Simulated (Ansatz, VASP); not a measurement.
# Te2Mo in VASP and in Ansatz

```
CELL_PARAMETERS angstrom
3.51820 0.00000 0.00000
-1.75910 3.04685 0.00000
0.00000 0.00000 13.97360
ATOMIC_POSITIONS crystal
Te 0.66667 0.33333 0.37900
Te 0.33333 0.66667 0.87900
Te 0.66667 0.33333 0.12100
Te 0.33333 0.66667 0.62100
Mo 0.66667 0.33333 0.75000
Mo 0.33333 0.66667 0.25000
```

Alike in both runs: task single point; functional PBE; k mesh 9 × 9 × 2; occupations gaussian, width 0.011 eV; no spin polarisation.

```csv
,VASP,Ansatz
version,VASP 6.6.1,Ansatz 0.2.0
potentials or method,"VASP PAW PBE potentials, release 64 (Te, Mo_sv)",Ansatz PAW
plane-wave cutoff (eV),520,420
valence electrons in the cell,52,92
```

|  | VASP | Ansatz | Ansatz less VASP |
| --- | --- | --- | --- |
| gap on the k mesh at the Fermi level (eV) | 0.78 | 0.78 | +0.006 |
| least direct gap on the mesh (eV) | 1.04 | 1.04 | +0.001 |
| pressure (GPa) | 2.9 | 2.9 | +0.02 |
| largest component of the traceless stress (GPa) | 0.51 | 0.46 | -0.051 |
| rms of the force components (eV/Å) | 0.089 | 0.082 | -0.0069 |

Atom by atom the forces differ by 0.007 eV/Å (rms over components). With one functional, cell and mesh, what is left measures potentials, basis and numerics. The two sets of potentials don't hold the same shells in valence.

Caveats: spin-orbit coupling is left out, which moves the levels of the heavy elements; this functional lacks dispersion, which binds the layers, so the pressure and a relaxed spacing across them are unreliable; an odd mesh through Γ misses points on the zone boundary, where band edges often lie (VASP); odd divisions of the mesh miss points on the zone boundary, where band edges often lie, so the gap on the mesh can be too wide (Ansatz). PBE gaps usually lie below the measured ones, often by a third to a half.
